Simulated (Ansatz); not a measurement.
A substitution in KBr

Level of theory: DFT, PBE, scalar-relativistic, spin polarisation where moments were expected; plane waves to 420 eV with PAW datasets (Ansatz 0.2.0), Gaussian smearing of 0.05 eV.

KBr was relaxed to zero pressure in the COD cell structure.

The structure is cubic, space group Fm-3m (No. 225). The conventional cell has a = 6.706 Å, b = 6.706 Å, c = 6.706 Å, α = 90.00°, β = 90.00°, γ = 90.00°. Around K (site symmetry m-3m) lie 6 Br at 3.35 Å. Br (site symmetry m-3m) has 6 K at 3.35 Å as nearest neighbours. Neighbours are those within 15 % of a site's shortest distance, so a longer bond may be listed from one end only.

Results for KBr: a (Å) 6.706, V (Å³/atom) 37.69, shortest unlike bond (Å) 3.35, gap (eV) 4.31, B0 (GPa) 13, E_f (eV/atom) -1.77.

Task: All Br is replaced by Cl and the cell relaxed again in the same space group. What comes out?

Result: KCl: a (Å) 6.382, V (Å³/atom) 32.49, shortest unlike bond (Å) 3.19, gap (eV) 5.05, B0 (GPa) 16, E_f (eV/atom) -2.00.

The volume changes by −13.8 %, or −4.8 % in mean length, and the shortest unlike bond by -0.16 Å. The bulk modulus goes from 13.5 to 16.3 GPa, as V^−1.3: with like bonding the larger cell is the softer. The formation energy moves by -0.23 eV/atom, so KCl is the more strongly bound against its own elements. That goes with its larger difference in electronegativity (Pauling: Br 2.96, Cl 3.16, K 0.82). For Br, Cl the 1 valence electrons of K just fill the anion's shell; these members are gapped.

The gaps are differences of one-electron levels. E_f is the formation energy from the elements run alike, at 0 K, without zero-point energy or any correction for the binding of gas molecules or dispersion between the molecules, chains or layers of the solid elements; it is good to about 0.01 eV/atom as a calculation.

All runs used the PAW datasets of the set soft_2.
